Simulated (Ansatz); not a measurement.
C: moving C off its site

C, P6_3/mmc, a = 2.522 Å, c = 8.237 Å (as given, not relaxed at this level: -1.9 GPa, forces to 0.36 eV/Å). Ansatz: r2SCAN, PAW, 500 eV, Γ-centred 12×12×4 mesh on 8 atoms, Gaussian smearing 0.05 eV; no spin polarisation.

```yaml
crystal:
  lattice:
    - [2.52210, 0.00000, 0.00000]
    - [-1.26105, 2.18420, 0.00000]
    - [0.00000, 0.00000, 8.23710]
  atoms:
    - { symbol: C, position: [0.00000, 0.00000, 0.09375] }
    - { symbol: C, position: [0.00000, 0.00000, 0.59375] }
    - { symbol: C, position: [0.00000, 0.00000, 0.40625] }
    - { symbol: C, position: [0.00000, 0.00000, 0.90625] }
    - { symbol: C, position: [0.33333, 0.66667, 0.15625] }
    - { symbol: C, position: [0.66667, 0.33333, 0.65625] }
    - { symbol: C, position: [0.33333, 0.66667, 0.34375] }
    - { symbol: C, position: [0.66667, 0.33333, 0.84375] }
```

Atom 5 (C) moves by x along the unit vector (0.000, -0.943, -0.333), with its periodic images; all else is held. y is the free energy of the cell over the start, F the force along the path summed over the moved atoms.

```tsv
x (Å)	y (meV)	F (eV/Å)
-0.2000	640.6	5.47
-0.1333	313.9	4.23
-0.0667	88.5	2.45
0.0000	0.0	0.11
0.0333	?	?
0.0667	86.6	-2.81
0.1000	207.7	-4.49
0.1333	387.6	-6.34
0.1667	633.0	-8.38
0.2000	948.5	-10.61
```

Problem. Fit y = c1 x + c2 x² + c3 x³ to the energies of the other rows, give the force constant, and predict energy and force of the missing row.

Solution. Least squares on the rows shown. y = −121.06 x + 19833 x² + 22242 x³. The force constant is 2 c2 = 39.7 eV/Å² (for all images moving together, not for a lone atom). The force −dy/dx at the missing row is -1.27 eV/Å (computed -1.27). At x = 0.0333 the fit asked for gives 18.8 meV. The run gave 18.9 meV, so the fit is 0.1 meV too low, within the rms miss on the fitted rows (1.2 meV).

The path runs along a C–C bond of the 4H diamond polytype, with positive x shortening that bond. Compression is the harder direction: 948.5 meV against 640.6 meV at the two ends, because Pauli repulsion between the bonding pairs and the cores rises steeply while a stretched σ bond softens. The innermost matched pair reverses this order, 86.6 against 88.5 meV, since the residual force at the start still outweighs the cubic term there. By the site's threefold symmetry that force must lie along c, and its sign pushes the atom away from its axial neighbour. That axial bond is the eclipsed one of the hexagonal stacking, so the force suggests that it would relax to a greater length than the ideal equal-bond geometry allows, as in lonsdaleite. The large curvature reflects stiff, directional sp³ bonding, but it mixes stretching of the chosen bond with distortion of the other three and their angles, so it is not the force constant of a single C–C bond.
